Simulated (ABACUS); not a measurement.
Zr:

```
CELL_PARAMETERS angstrom
3.23200 0.00000 0.00000
-1.61600 2.79899 0.00000
0.00000 0.00000 5.14700
ATOMIC_POSITIONS crystal
Zr 0.66667 0.33333 0.75000
Zr 0.33333 0.66667 0.25000
```

```yaml
Program: ABACUS 3.10.1
Task: single point
Functional: PBE
Potentials_or_basis: PseudoDojo NC SR 0.4.1 PBE standard
Cutoff: 898 eV
Density_cutoff: 3592 eV
Basis: plane waves
k_mesh: 9 × 9 × 5
Occupations: fermi-dirac, width 0.05 eV
Spin: no spin polarisation
```

On this cell: pressure 0.6 GPa; largest force under 0.003 eV/Å; band gap on the k mesh none (metal or under the smearing width).

The same run follows on a disturbed copy (atoms moved at random, drawn with an rms of 0.05 Å):

```
CELL_PARAMETERS angstrom
3.23200 0.00000 0.00000
-1.61600 2.79899 0.00000
0.00000 0.00000 5.14700
ATOMIC_POSITIONS crystal
Zr 0.66214 0.33864 0.74918
Zr 0.34713 0.68258 0.24458
```

Task: What changes?

Result: The energy (extrapolated to zero smearing) moves by +1.1 meV/atom; pressure 0.6 GPa; largest force 0.113 eV/Å; band gap on the k mesh none (metal or under the smearing width).

Forces in eV/Å, atoms in the order of the input:
```
Zr   0.038  0.027 -0.103
Zr  -0.038 -0.027  0.103
```

Stress tensor (GPa, compression positive):
```
 0.07 -0.29 -0.01
-0.29  0.49 -0.01
-0.01 -0.01  1.19
```
